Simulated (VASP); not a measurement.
A run of VASP 6.6.1 is set up as follows.

File POSCAR:

```
BAs
1.0
    0.0000000000      2.3931785067      2.3931785067
    2.3931785067      0.0000000000      2.3931785067
    2.3931785067      2.3931785067      0.0000000000
  B               As
     1     1
Direct
     0.0000000000000000    0.0000000000000000    0.0000000000000000
     0.2500000000000000    0.2500000000000000    0.2500000000000000
```

INCAR.step1

```
SYSTEM = BAs
  PREC = Accurate
  ENCUT = 600
  EDIFF = 1E-8
  ISMEAR = 0
  SIGMA = 0.03
  LREAL = .False.
  LASPH = .True.
  NELM = 80
  ALGO = Normal
  ISIF = 3
  LWAVE = .False.
  LCHARG = .False.
  METAGGA = R2SCAN
  LMIXTAU = .True.
  IBRION = 2
  NSW = 40
  EDIFFG = -0.002
```

The input INCAR.step2:

```
SYSTEM = BAs
  PREC = Accurate
  ENCUT = 600
  EDIFF = 1E-8
  ISMEAR = 0
  SIGMA = 0.03
  LREAL = .False.
  LASPH = .True.
  NELM = 80
  ALGO = Normal
  ISIF = 2
  LWAVE = .False.
  LCHARG = .False.
  METAGGA = R2SCAN
  LMIXTAU = .True.
  IBRION = 6
  NFREE = 2
  POTIM = 0.015
  NSW = 1
```

Contents of KPOINTS:

```
Automatic mesh
0
Gamma
  10 10 10
  0 0 0
```

Potentials or basis: VASP PAW PBE potentials, release 64 (B, As).

The run is started by

```sh
$ cat potpaw_PBE.64/B/POTCAR potpaw_PBE.64/As/POTCAR > POTCAR
$ cp INCAR.step1 INCAR
$ mpirun -np 1 vasp_std > vasp.out
$ cp CONTCAR POSCAR
$ cp INCAR.step2 INCAR
$ mpirun -np 1 vasp_std > vasp.out
```

(1) What does it give for the highest phonon frequency at Γ, LO-TO splitting left out?

## Answers

(1) 700 cm⁻¹.
